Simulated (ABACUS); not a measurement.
Pr:

```
Pr
1.0
    -2.09737    2.09737    2.09737
     2.09737   -2.09737    2.09737
     2.09737    2.09737   -2.09737
Pr
1
Direct
  0.00000 0.00000 0.00000
```

This isn't the form of Pr at room conditions, which is double hcp.

* Program: ABACUS 3.10.1
* Task: single point
* Functional: PBE
* Potentials or basis: PseudoDojo NC SR 0.4.1 PBE standard, lanthanides 3+ (f in core)
* Cutoff: 1361 eV
* Density cutoff: 5442 eV
* Basis: DZP LCAO (the cutoffs set its grid)
* k mesh: 9 × 9 × 9
* Occupations: fermi-dirac, width 0.05 eV
* Spin: collinear spin, ferromagnetic start
* Starting moments: [1.0] μB

On this cell: net moment 0.26 μB per cell; site moments Pr +0.26 μB; band gap on the k mesh none (metal or under the smearing width).

The same run follows on a disturbed copy (cell strained at random at fixed volume):

```xyz
1
Lattice="-2.1180 2.1416 2.1356 2.0922 -2.0939 2.0621 2.0889 2.0648 -2.0879" Properties=species:S:1:pos:R:3 pbc="T T T"
Pr    0.0255    0.0063   -0.0026
```

What changes?

The energy (extrapolated to zero smearing) moves by +1.7 meV/atom; net moment 0.22 μB per cell; site moments Pr +0.22 μB; band gap on the k mesh none (metal or under the smearing width).

Caveats: the atomic orbitals were generated for these runs and aren't a published set; the magnetic or orbital state may not be the lowest; all typed moments are zero, and the program then starts from 1 μB on every atom; spin-orbit coupling is left out, which moves the levels of the heavy elements; the 4f electrons are frozen in the core as for a trivalent ion, so they carry no moment and show no levels; the basis of atomic orbitals isn't converged, which shifts pressures, moduli and gaps.
